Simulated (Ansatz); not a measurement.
The system is InAs.

```
In As
1.0
     0.00000    2.87730    2.87730
     2.87730    0.00000    2.87730
     2.87730    2.87730    0.00000
In As
1 1
Cartesian
  2.8773 2.8773 2.8773
  0.0000 0.0000 0.0000
```

Measurements of this composition are mostly on another form, of space group No. 216.

Base run:

- Program: Ansatz 0.2.0
- Functional: RPBE
- Potentials or basis: Ansatz PAW
- Cutoff: 420 eV (not typed: the program's choice for these potentials)
- k mesh: 8 × 8 × 8
- Occupations: fermi-dirac, width 0.05 eV
- Spin: no spin polarisation

Its results: band gap on the k mesh none (metal or under the smearing width); pressure 1.7 GPa.

Task: After a change of settings the same cell gave: band gap on the k mesh none (metal or under the smearing width); pressure 4.5 GPa. Which change was it?
A. functional from RPBE to r2SCAN; cutoff from 420 eV (not typed: the program's choice for these potentials) to 500 eV (not typed: the program's choice for these potentials)
B. functional from RPBE to BLYP
C. functional from RPBE to revPBE
D. functional from RPBE to LDA

Result: B.

Caveats: spin-orbit coupling is left out, which moves the levels of the heavy elements; the PAW data sets come from PBE, with cores solved anew for the run's functional, which leaves a small shift of forces and pressure.

Runs at the PBE level aren't shown here.
